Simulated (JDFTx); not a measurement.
Runs of JDFTx 1.7.0 (patched build) on MgS (Niningerite). Symmetry: Fm-3m, No. 225, cubic system. The conventional cell has a = 5.203 Å, b = 5.203 Å, c = 5.203 Å, α = 90.00°, β = 90.00°, γ = 90.00°. S (site symmetry m-3m) has 6 Mg at 2.60 Å as nearest neighbours. Mg (site symmetry m-3m) is surrounded by 6 S at 2.60 Å. 

| task | level | max SCF steps | SCF threshold on the energy | solver of the electrons | further solve for the empty bands | band ratio of the Davidson solver | gap on the mesh (eV) | pressure (GPa) |
| --- | --- | --- | --- | --- | --- | --- | --- | --- |
| single point | r2SCAN | 100 | 1e-09 Ha | scf | yes | - | 3.50 | 0.7 |
| single point | BLYP | 100 | 1e-09 Ha | scf | yes | - | (b) | 3.3 |
| single point | TASK | 100 | 1e-09 Ha | scf | yes | - | 5.17 | 11.2 |
| single point | PBE | 100 | 1e-09 Ha | scf | yes | - | 2.77 | 1.3 |
| single point | LDA | 100 | 1e-09 Ha | scf | yes | - | 2.43 | (a) |
| single point | PBEsol | 100 | 1e-09 Ha | scf | yes | - | 2.68 | -0.1 |

Alike in all rows: potentials or basis SG15-PBE-1.2 with smoothed tails; no spin polarisation; cell as given; k mesh 4 × 4 × 4; cutoff (eV) 1088; smearing fermi-dirac 0.05 eV; the mesh is coarse, so values aren't converged.

Estimate the missing entries.

(a) -2.6; (b) 2.81.

Caveats: all runs use coarse meshes; the potentials were made for another functional, which shifts forces and pressure (some runs); the empty levels aren't tightly converged (some runs).

A k mesh can miss the band edges.
